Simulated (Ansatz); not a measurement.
# Al2O3 (Corundum): the cost of one run

Computed with Ansatz 0.2.0 (DFT, PBE, plane-wave PAW, default files, scalar-relativistic, frozen cores, as far as a step names no other, unless a step's input says otherwise).

## Step 1: The structure to begin with

It takes space group R-3c (No. 167, trigonal). The conventional cell has a = 4.760 Å, b = 4.760 Å, c = 12.996 Å, α = 90.00°, β = 90.00°, γ = 120.00°. Al (site symmetry 3) is surrounded by 6 O at 1.85 to 1.97 Å. O (site symmetry 2) has 4 Al at 1.85 to 1.97 Å as nearest neighbours.

As a file:

```
CELL_PARAMETERS angstrom
2.38025 1.37424 4.33187
-2.38025 1.37424 4.33187
0.00000 -2.74848 4.33187
ATOMIC_POSITIONS crystal
Al 0.35216 0.35216 0.35216
Al 0.14784 0.14784 0.14784
Al 0.64784 0.64784 0.64784
Al 0.85216 0.85216 0.85216
O 0.55668 0.94332 0.25000
O 0.25000 0.55668 0.94332
O 0.94332 0.25000 0.55668
O 0.44332 0.05668 0.75000
O 0.75000 0.44332 0.05668
O 0.05668 0.75000 0.44332
```

The earlier run gave: gap on the mesh 6.22 eV, largest force 0.029 eV/Å, pressure 7.3 GPa.

Site by site (atoms counted from 1):

```tsv
site	atoms	first shell	V_zz (10²¹ V/m²)	η	C_Q (MHz)
Al	1, 2, 3, 4	6 O at 1.85–1.97 Å	0.59	0.00	2.10 (²⁷Al)
O	5, 6, 7, 8, …	4 Al at 1.85–1.97 Å; also 2 Al at 3.22 Å	-3.99	0.51	2.47 (¹⁷O)
```

V_zz is the principal component of the electric field gradient with the largest magnitude, η = (V_xx − V_yy)/V_zz and C_Q = eQV_zz/h. Q values from Pyykkö, Mol. Phys. 116, 1328 (2018).

## Step 2: Z stretched by +2 %, ions relaxed

input.yaml

```yaml
crystal:
  lattice:
    - [2.38025, 1.3742379782, 4.418504]
    - [-2.38025, 1.3742379782, 4.418504]
    - [0.0, -2.7484759565, 4.418504]
  atoms:
    - { symbol: Al, position: [0.3520823946, 0.3520823946, 0.3520823946] }
    - { symbol: Al, position: [0.1479176054, 0.1479176054, 0.1479176054] }
    - { symbol: Al, position: [0.6479176054, 0.6479176054, 0.6479176054] }
    - { symbol: Al, position: [0.8520823946, 0.8520823946, 0.8520823946] }
    - { symbol: O, position: [0.5564629985, 0.9435370015, 0.25] }
    - { symbol: O, position: [0.25, 0.5564629985, 0.9435370015] }
    - { symbol: O, position: [0.9435370015, 0.25, 0.5564629985] }
    - { symbol: O, position: [0.4435370015, 0.0564629985, 0.75] }
    - { symbol: O, position: [0.75, 0.4435370015, 0.0564629985] }
    - { symbol: O, position: [0.0564629985, 0.75, 0.4435370015] }
kpoints:
  mp_grid: { grid: [8, 8, 8] }
scf:
  occupations: { method: fermi_dirac, width: 0.02 }
hamiltonian:
  xc: pbe
  pseudopotentials: { kind: paw, frozen_core: stored }
output:
  forces: true
  stress: true
  populations: true
  efg: { quadrupole_moments_barn: { Al: 0.1466, O: -0.02558 } }
relax:
  f_tol: 0.02
  max_steps: 60
```

On the command line:

```console
ansatz run input.yaml --threads 4 --pin off --max-ram 8192MiB --backend cpu --events-out ev --progress --plain --runs-dir out
```

Q: Estimate wall time and peak memory on 4 threads of Intel Xeon 6975P-C (Granite Rapids), shared host.

About 4.5 s, with a peak of 0.5 GiB.
